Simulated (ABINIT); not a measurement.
A run of ABINIT 10.8.3 (patched build) is set up as follows.

Contents of run.abi:

```
# Pseudopotentials
pp_dirpath "./"
pseudos "Cd.LDA_PW-JTH.xml, S.LDA_PW-JTH.xml"

# Structure
acell 3*1.0
rprim
     7.8423634172     0.0000000000     0.0000000000
    -3.9211817086     6.7916859450     0.0000000000
     0.0000000000     0.0000000000    12.7310849016
ntypat 2
znucl 48 16
natom 4
typat 1 1 2 2
xred
     0.6666666667     0.3333333333     0.5000000000
     0.3333333333     0.6666666667     0.0000000000
     0.6666666667     0.3333333333     0.8750000000
     0.3333333333     0.6666666667     0.3750000000

# Plane-wave basis
ecut 20.0
pawecutdg 40.0

# k points
kptopt 1
ngkpt 9 9 5
nshiftk 1
shiftk 0.0 0.0 0.0

# Exchange and correlation
ixc 7

# Bands and occupations
nband 22
occopt 3
tsmear 0.05 eV

# SCF cycle
nstep 100
tolvrs 1.0e-9

# Output
iomode 3
prtwf 0
prtden 0
prteig 0
prtebands 0
```

Potentials or basis: JTH PAW LDA v2.0.

The run is started by

```sh
$ abinit run.abi > log 2>&1
```

What does it give for the largest force?

0.062 eV/Å.

What does it give for the band gap on the k mesh?

0.89 eV, direct.

Forces in eV/Å, atoms in the order of the input:
```
Cd   0.000  0.000 -0.062
Cd   0.000  0.000 -0.062
S    0.000  0.000  0.062
S    0.000  0.000  0.062
```

**The experiment to reproduce.**

From “Isotope dependence of band-gap energy”, 2008, arxiv:0807.2152, for a bulk crystal of CdS: band gap 2.5809 ± 0.0002 eV.

Against the measured gap of CdS, 2.5809 eV (quoted in “Isotope dependence of band-gap energy”, 2008, arxiv:0807.2152), the calculated 0.89 eV is off by -1.69 eV. So large a miss can be the level of theory's own, or it may mean another phase, state or a wrong row. Spin-orbit coupling on Cd is left out. The value is that of LDA, without temperature or zero-point motion. Semilocal functionals fall short of measured gaps as a rule.
